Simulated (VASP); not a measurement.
# C (C2/m) in VASP: a series of runs, part 3 of 3

VASP 6.6.1. The steps go on from the part before.

### 5 Single point, PBE0(alpha)

POSCAR reads:

```
C
1.0
    2.1273203072     -1.2282824400      0.0000000000
    2.1273203072      1.2282824400      0.0000000000
   -1.3790696309      0.0000000000      3.5028300786
C
2
Direct
    0.1666444700      0.1666444700      0.9999069600
    0.8333555300      0.8333555300      0.0000930400
```

INCAR.step1 reads:

```
SYSTEM = C
PREC = Accurate ; ENCUT = 520
EDIFF = 1E-5 ; ISMEAR = -1
SIGMA = 0.05 ; LREAL = .False.
LASPH = .True. ; NELM = 80
ALGO = Normal ; ISIF = 2
LWAVE = .True. ; LCHARG = .False.
NBANDS = 11 ; GGA = PE
```

INCAR.step2 reads:

```
SYSTEM = C
PREC = Accurate ; ENCUT = 520
EDIFF = 1E-7 ; ISMEAR = -1
SIGMA = 0.05 ; LREAL = .False.
LASPH = .True. ; NELM = 80
ALGO = Normal ; ISIF = 2
LWAVE = .False. ; LCHARG = .False.
GGA = PE ; LHFCALC = .True.
AEXX = 0.15 ; PRECFOCK = Fast
HFRCUT = -1 ; NBANDS = 11
ISTART = 1
```

KPOINTS reads:

```
Automatic mesh
0
Gamma
  7 7 4
  0 0 0
```

Potentials or basis: VASP PAW PBE potentials, release 64 (C).

On the command line:

```console
> cat potpaw_PBE.64/C/POTCAR > POTCAR
> cp INCAR.step1 INCAR
> mpirun -np 1 vasp_std > vasp.out
> cp INCAR.step2 INCAR
> mpirun -np 1 vasp_std > vasp.out
```

OUTCAR:

```text
SYSTEM = C
   PREC = Accurate
   ENCUT = 520
   EDIFF = 1E-7
   ISMEAR = -1
   LREAL = .False.
   LASPH = .True.
   NELM = 80
   ISIF = 2
   GGA = PE
   LHFCALC = .True.
   AEXX = 0.15
   PRECFOCK = Fast
   ISTART = 1

 ion  position               nearest neighbor table
   1  0.167  0.167  1.000-   2 1.42   2 1.42   2 1.42
   2  0.833  0.833  0.000-   1 1.42   1 1.42   1 1.42

  LATTYP: Found a base centered monoclinic cell.
 ALAT       =     4.2546406144
 B/A-ratio  =     0.5773848141
 C/A-ratio  =     0.8848045598
 COS(beta)  =    -0.3663329314

  Lattice vectors:

 A1 = (   2.1273203072,  -1.2282824400,   0.0000000000)
 A2 = (   2.1273203072,   1.2282824400,   0.0000000000)
 A3 = (  -1.3790696309,   0.0000000000,   3.5028300786)

Analysis of symmetry for initial positions (statically):
=====================================================================
 Subroutine PRICEL returns:
 Original cell was already a primitive cell.

 Routine SETGRP: Setting up the symmetry group for a
 base centered monoclinic supercell.

 Subroutine GETGRP returns: Found  4 space group operations
 (whereof  4 operations were pure point group operations)
 out of a pool of  4 trial point group operations.

The static configuration has the point symmetry C_2h.

Analysis of symmetry for dynamics (positions and initial velocities):
=====================================================================
 Subroutine PRICEL returns:
 Original cell was already a primitive cell.

 Routine SETGRP: Setting up the symmetry group for a
 base centered monoclinic supercell.

 Subroutine GETGRP returns: Found  4 space group operations
 (whereof  4 operations were pure point group operations)
 out of a pool of  4 trial point group operations.

The dynamic configuration has the point symmetry C_2h.

[... 129 lines left out ...]
   NKREDZ  =     1    reduce k-point grid by
   AEXX    =    0.1500 exact exchange contribution
   HFSCREEN=    0.0000 screening length (either q_TF or 0.3 A-1)
   HFSCREENC=   0.0000 screening length for correlation (either q_TF or 0.3 A-1)
   ENCUTFOCK=  -1.0 apply spherical cutoff to Coloumb kernel
   IVDW    =     0    specifies the selected vdW correction
   LEPSILON=     F    determine dielectric tensor
   LRPA    =     F    only Hartree local field effects (RPA)
 non-spin polarized calculation
  energy-cutoff  :      520.00
  volume of cell :       18.31
 maximum number of plane-waves:       504
 NGX is ok and might be reduce to    18
  NGX = 10; NGY = 10; NGZ = 16

 number of electron       8.0000000 magnetization

 Free energy of the ion-electron system (eV)
  ---------------------------------------------------
  ext. energy  EPLUGINS =         0.00000000
  ---------------------------------------------------
  free energy    TOTEN  =       -20.71595022 eV

  energy without entropy =      -20.71595022  energy(sigma->0) =      -20.71595022

 E-fermi :   4.1316     XC(G=0):  -8.7772

 val. band max:        2.9741699953   @ k =  -0.2857   0.2857   0.0000
 cond. band min:       5.9620203943   @ k =  -0.2857   0.4286   0.2500
 fundamental gap:      2.9878503989
 Fermi energy:         4.1315526700

 k-point     1 :       0.0000    0.0000    0.0000
  band No.  band energies     occupation
      1     -17.1403      2.00000
      2      -3.4654      2.00000
      3       0.5189      2.00000
      4       0.5226      2.00000
      5       8.6698      0.00000
      6      13.5531      0.00000
      7      13.5557      0.00000
      8      17.0851      0.00000
      9      18.2058      0.00000
     10      27.9998      0.00000
     11      29.5071      0.00000
[... 309 lines left out ...]
 k-point    24 :       0.1429    0.1429    0.2500
  band No.  band energies     occupation
      1     -16.4613      2.00000
      2      -4.1605      2.00000
      3      -1.3375      2.00000
      4      -0.4323      2.00000
      5      13.1475      0.00000
      6      13.6204      0.00000
      7      15.4834      0.00000
      8      15.5570      0.00000
      9      19.0580      0.00000
     10      24.0251      0.00000
     11      28.8799      0.00000

 [... further k-points ...]

------------------------ aborting loop because EDIFF is reached ----------------------------------------

  FORCE on cell =-STRESS in cart. coord.  units (eV):
  Direction    XX          YY          ZZ          XY          YZ          ZX
  --------------------------------------------------------------------------------------
  -------------------------------------------------------------------------------------
  Total        0.0126780      0.0045360      0.2196794      0.0000000      0.0000000     -0.0029966
  in kB        1.1096411      0.3970086     19.2273619      0.0000000      0.0000000     -0.2622761
  external PRESSURE =       6.9113372 kB  Pullay stress =       0.0000000 kB

 VOLUME and BASIS-vectors are now :
 -----------------------------------------------------------------------------
  energy-cutoff  :      520.00
  volume of cell :       18.31
      direct lattice vectors                 reciprocal lattice vectors
     2.127320307 -1.228282440  0.000000000     0.235037478 -0.407072497  0.092534619
     2.127320307  1.228282440  0.000000000     0.235037478  0.407072497  0.092534619
    -1.379069631  0.000000000  3.502830079     0.000000000  0.000000000  0.285483446

 POSITION                                       TOTAL-FORCE (eV/Angst)
 -----------------------------------------------------------------------------------
     -0.66993      0.00000      3.50250        -0.002160      0.000000      0.009581
      3.54550      0.00000      0.00033         0.002160      0.000000     -0.009581
 -----------------------------------------------------------------------------------
    total drift:                               -0.000000      0.000000     -0.000000

  FREE ENERGIE OF THE ION-ELECTRON SYSTEM (eV)
  ---------------------------------------------------
  free  energy   TOTEN  =       -20.7159502153 eV

  energy  without entropy=      -20.7159502153  energy(sigma->0) =      -20.71595022
```

OUTCAR.step1:

```text
SYSTEM = C
   PREC = Accurate
   ENCUT = 520
   EDIFF = 1E-5
   ISMEAR = -1
[... 563 lines left out ...]
     -0.66993      0.00000      3.50250        -0.002151      0.000000      0.006873
      3.54550      0.00000      0.00033         0.002151      0.000000     -0.006873
 -----------------------------------------------------------------------------------
    total drift:                               -0.000000     -0.000000      0.000000

  FREE ENERGIE OF THE ION-ELECTRON SYSTEM (eV)
  ---------------------------------------------------
  free  energy   TOTEN  =       -18.4447606791 eV

  energy  without entropy=      -18.4447606791  energy(sigma->0) =      -18.44476068
```

OSZICAR.step1:

```text
N       E                     dE             d eps       ncg     rms          rms(c)
DAV:   1     0.124924315110E+01    0.12492E+01   -0.40103E+03  1336   0.643E+02
DAV:   2    -0.192183635495E+02   -0.20468E+02   -0.19698E+02  1759   0.120E+02
DAV:   3    -0.196822005784E+02   -0.46384E+00   -0.46289E+00  1674   0.146E+01
DAV:   4    -0.196839288196E+02   -0.17282E-02   -0.17281E-02  1521   0.112E+00
DAV:   5    -0.196839363125E+02   -0.74929E-05   -0.74928E-05  1682   0.670E-02    0.640E+00
DAV:   6    -0.187426134336E+02    0.94132E+00   -0.78798E-01  1530   0.516E+00    0.373E+00
DAV:   7    -0.184407924346E+02    0.30182E+00   -0.91070E-01  1578   0.558E+00    0.106E+00
DAV:   8    -0.184449564792E+02   -0.41640E-02   -0.21766E-02  1454   0.938E-01    0.133E-01
DAV:   9    -0.184446741568E+02    0.28232E-03   -0.67299E-04  1619   0.163E-01    0.610E-02
DAV:  10    -0.184447604831E+02   -0.86326E-04   -0.18393E-04  1494   0.929E-02    0.297E-02
DAV:  11    -0.184447606791E+02   -0.19599E-06   -0.82221E-06  1586   0.167E-02
   1 F= -.18444761E+02 E0= -.18444761E+02  d E =-.427313E-10
```

Wall time 6.4 min (1 thread of Intel Xeon Platinum 8375C at 2.90GHz (Ice Lake), shared host); peak memory 0.13 GiB.

Results:

```yaml
Free_energy: -20.7160 eV
Pressure: 0.7 GPa
Largest_force: 0.010 eV/Å
Band_gap_on_the_k_mesh: 2.99 eV, indirect (least direct gap 3.00 eV)
```

Forces in eV/Å, atoms in the order of the input:
```
C   -0.002  0.000  0.010
C    0.002  0.000 -0.010
```

Stress tensor (GPa, compression positive):
```
 0.11  0.00 -0.03
 0.00  0.04  0.00
-0.03  0.00  1.92
```

Caveat: the k mesh is coarse (spacing up to 0.45 Å⁻¹), so the values aren't converged, least of all with exact exchange; the PAW data sets were made with another functional, which shifts forces and pressure a little; an odd mesh through Γ misses points on the zone boundary, where band edges often lie.

### 6 Single point, PBE0(alpha)

POSCAR is that of step 5.

INCAR.step1 is that of step 5.

INCAR.step2, as its differences from that of step 5:

```diff
@@ -8,3 +8,3 @@
 GGA = PE ; LHFCALC = .True.
-AEXX = 0.15 ; PRECFOCK = Fast
+AEXX = 0.2 ; PRECFOCK = Fast
 HFRCUT = -1 ; NBANDS = 11
```

KPOINTS is that of step 5.

Potentials or basis: VASP PAW PBE potentials, release 64 (C).

On the command line:

```console
> cat potpaw_PBE.64/C/POTCAR > POTCAR
> cp INCAR.step1 INCAR
> mpirun -np 1 vasp_std > vasp.out
> cp INCAR.step2 INCAR
> mpirun -np 1 vasp_std > vasp.out
```

Run time: 5.7 min. Hardware: 1 thread of Intel Xeon Platinum 8375C at 2.90GHz (Ice Lake), shared host; peak memory 0.13 GiB.

It converged, with:

* Free energy: -21.4768 eV
* Pressure: -0.4 GPa
* Largest force: 0.011 eV/Å
* Band gap on the k mesh: 3.22 eV, indirect (least direct gap 3.23 eV)

Forces on the atoms (eV/Å):
```
C   -0.002  0.000  0.010
C    0.002  0.000 -0.010
```

Stress tensor (GPa, compression positive):
```
-1.54  0.00 -0.03
 0.00 -1.61  0.00
-0.03  0.00  1.83
```

Levels at points of the mesh, in eV from the valence-band top:
| k point | band 1 | band 2 | band 3 | band 4 | band 5 | band 6 | band 7 | band 8 |
| --- | --- | --- | --- | --- | --- | --- | --- | --- |
| (0.00, 0.00, 0.00) | -20.60 | -6.65 | -2.62 | -2.61 | 5.94 | 10.95 | 10.96 | 14.63 |
| (0.00, 0.00, 0.50) | -20.38 | -8.34 | -2.63 | -2.63 | 10.91 | 10.92 | 11.87 | 14.80 |

Caveat: the k mesh is coarse (spacing up to 0.45 Å⁻¹), so the values aren't converged, least of all with exact exchange; the PAW data sets were made with another functional, which shifts forces and pressure a little; an odd mesh through Γ misses points on the zone boundary, where band edges often lie.

### 7 The runs side by side

| task | level | potentials or basis | cell | k mesh | cutoff (eV) | smearing | ladder | share of exact exchange | grid for exact exchange (PRECFOCK) | exchange at q = 0 | mesh quality | gap on the mesh (eV) | pressure (GPa) | largest force (eV/Å) |
| --- | --- | --- | --- | --- | --- | --- | --- | --- | --- | --- | --- | --- | --- | --- |
| relaxation of cell and atoms | LDA | VASP PAW LDA potentials, release 64 (C) | relaxed | 12 × 12 × 8 | 600 | gaussian 0.02 eV | gaps | - | - | - | not flagged | 0.73 | 0.0 | 0.01 |
| single point | PBE0(alpha) | VASP PAW PBE potentials, release 64 (C) | as given | 7 × 7 × 4 | 520 | fermi-dirac 0.05 eV | - | 0.05 | Fast | truncated | coarse | 2.53 | 3.0 | 0.01 |
| single point | PBE0(alpha) | VASP PAW PBE potentials, release 64 (C) | as given | 7 × 7 × 4 | 520 | fermi-dirac 0.05 eV | - | 0.1 | Fast | truncated | coarse | 2.76 | 1.8 | 0.01 |
| single point | PBE0(alpha) | VASP PAW PBE potentials, release 64 (C) | as given | 7 × 7 × 4 | 520 | fermi-dirac 0.05 eV | - | 0.15 | Fast | truncated | coarse | 2.99 | 0.7 | 0.01 |
| single point | PBE0(alpha) | VASP PAW PBE potentials, release 64 (C) | as given | 7 × 7 × 4 | 520 | fermi-dirac 0.05 eV | - | 0.2 | Fast | truncated | coarse | 3.22 | -0.4 | 0.01 |

Alike in all rows: no spin polarisation.

Caveats: some runs use coarse meshes; the PAW data sets were made with another functional, which shifts forces and pressure a little (some runs); an odd mesh through Γ misses points on the zone boundary, where band edges often lie (some runs).

Total energies depend on the potentials used, so only differences within one code and one set of settings carry meaning.
